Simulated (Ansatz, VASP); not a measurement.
Two plane-wave programs on Ta

INCAR

```
  PREC = Accurate
  ENCUT = 600
  EDIFF = 1E-6
  ISMEAR = -1
  SIGMA = 0.1
  LREAL = False
  LASPH = True
  NELM = 80
  ALGO = Fast
  ISIF = 3
  LWAVE = False
  LCHARG = False
  GGA = B5
  ALDAX = 1.0
  AGGAX = 1.0
  AGGAC = 1.0
  ALDAC = 0.0
  IBRION = 2
  NSW = 80
  EDIFFG = -0.01
```

File KPOINTS:

```
regular mesh
0
Gamma
  12 12 12
```

File POSCAR:

```
Ta
1.0
    2.6919965271      0.0000000000      0.0000000000
    0.0000000000      2.6919965271      0.0000000000
    0.0000000000      0.0000000000      2.6919965271
Ta
1
Direct
    0.0000000000      0.0000000000      0.0000000000
```

Input for Ansatz:

```yaml
crystal:
  lattice:
    - [2.6919965271, 0.0, 0.0]
    - [0.0, 2.6919965271, 0.0]
    - [0.0, 0.0, 2.6919965271]
  atoms:
    - { symbol: Ta, position: [0.0, 0.0, 0.0] }
hamiltonian:
  xc: blyp
  pseudopotentials:
    kind: paw
    azcp:
      Ta: "pseudopotentials/Ta.paw.azcp"
basis:
  ecutwfc: 420
  fft_grid_basis: typed
kpoints:
  mp_grid: { grid: [12, 12, 12], shift: [0, 0, 0] }
magnetization:
  spin_polarized: false
scf:
  occupations: { method: fermi_dirac, width: 0.1 }
relax:
  max_steps: 60
  f_tol: 0.01
  cell: {}
```

The cell was built by a generator and needn't be a form met in nature.

Alike in both runs: task relaxation of cell and atoms; functional BLYP; k mesh 12 × 12 × 12; occupations fermi-dirac, width 0.1 eV; no spin polarisation.

```csv
,VASP,Ansatz
version,VASP 6.6.1,Ansatz 0.2.0
potentials or method,"VASP PAW PBE potentials, release 64 (Ta_pv)","plane waves (420 eV) with PAW, scalar-relativistic"
plane-wave cutoff (eV),600,420
valence electrons in the cell,11,13
```

Ansatz gave:

* relaxed volume (Å³/atom): 21.44
* relaxed cell length with the largest relative difference (Å): 2.778
* energy change over the relaxation (meV/atom): -84

**Question.** Estimate VASP's values.

**Answer.** Relaxed volume (Å³/atom): 21.56; relaxed cell length with the largest relative difference (Å): 2.783; energy change over the relaxation (meV/atom): -94.

The two sets of potentials don't hold the same shells in valence.

Caveats: the PAW data sets were made with another functional, which shifts forces and pressure a little (VASP). Spin-orbit coupling is left out, which matters for the levels of Ta.
